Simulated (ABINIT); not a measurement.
Something may be wrong with this ABINIT 10.8.3 (patched build) calculation of Ru.

Contents of run.abi:

```
# Pseudopotentials
pp_dirpath "./"
pseudos "Ru.GGA_PBE-JTH.xml"

# Structure
acell 3*1.0 Angstrom
rprim
     2.7058000000     0.0000000000     0.0000000000
    -1.3529000000     2.3432915376     0.0000000000
     0.0000000000     0.0000000000     4.2819000000
ntypat 1
znucl 44
natom 2
typat 1 1
xred
     0.6666666667     0.3333333333     0.7500000000
     0.3333333333     0.6666666667     0.2500000000

# Plane-wave basis
ecut 408.170794 eV
pawecutdg 30.0
pawxcdev 0

# k points
kptopt 1
ngkpt 7 7 4
nshiftk 1
shiftk 0.0 0.0 0.0

# Exchange and correlation
ixc 11

# Bands and occupations
nband 20
occopt -1
tsmear 0.00183747

# SCF cycle
nstep 75
tolvrs 1.0e-9

# Output
iomode 3
prtwf 0
prtden 0
prteig 0
prtebands 0
enunit 2
```

Potentials or basis: JTH PAW PBE v2.0.

Launch:

```sh
$ abinit run.abi > log 2>&1
```

run.abo:

```text
.Version 10.8.3 of ABINIT

--- !ERROR
message: |
    occopt=-1 is not an allowed value.
    Action: correct your input file.
...
```

Q: Diagnose the run.

A: The program refused the input. The input holds a flaw that was put in on purpose: unknown occupation option (occopt = -1).
